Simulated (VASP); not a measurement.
AlN:

```
Al N
1.0
     3.31212    0.00000    0.00000
    -1.65606    2.86838    0.00000
     0.00000    0.00000    4.18756
Al N
2 2
Direct
  0.33333 0.66667 0.75000
  0.66667 0.33333 0.25000
  0.33333 0.66667 0.25000
  0.66667 0.33333 0.75000
```

Measurements of this composition are mostly on another form, of space group No. 186.

| Quantity | Value |
| --- | --- |
| Program | VASP 6.6.1 |
| Task | relaxation of cell and atoms |
| Functional | r2SCAN |
| Potentials or basis | VASP PAW PBE potentials, release 64 (Al, N) |
| Cutoff | 600 eV |
| k mesh | 9 × 9 × 6 |
| Occupations | gaussian, width 0.02 eV |
| Spin | no spin polarisation |

At the start: pressure -5.5 GPa; volume 9.95 Å³/atom.

Question: How do energy, volume and symmetry change on relaxing?

Answer: Over 6 steps the energy falls by 4.6 meV/atom and the volume is 9.69 Å³/atom (-2.6 %); space group P6_3/mmc (No. 194, to 0.05 Å).

Step by step:
| step | energy change (eV) | largest force (eV/Å) | pressure (GPa) | volume (Å³) |
| --- | --- | --- | --- | --- |
| 1 | 0.0000 | 0.0000 | -5.48 | 39.78 |
| 2 | -0.0014 | 0.0000 | 5.80 | 37.86 |
| 3 | -0.0177 | 0.0000 | 0.03 | 38.78 |
| 4 | -0.0184 | 0.0000 | 0.03 | 38.76 |
| 5 | -0.0186 | 0.0000 | 0.03 | 38.75 |
| 6 | -0.0186 | 0.0000 | 0.04 | 38.75 |

Final structure:
```
Al N
1.0
     3.29182    0.00000    0.00000
    -1.64591    2.85080    0.00000
     0.00000    0.00000    4.12905
Al N
2 2
Cartesian
  0.0000 1.9005 3.0968
  1.6459 0.9503 1.0323
  0.0000 1.9005 1.0323
  1.6459 0.9503 3.0968
```

Caveat: the PAW data sets were made with another functional, which shifts forces and pressure a little.
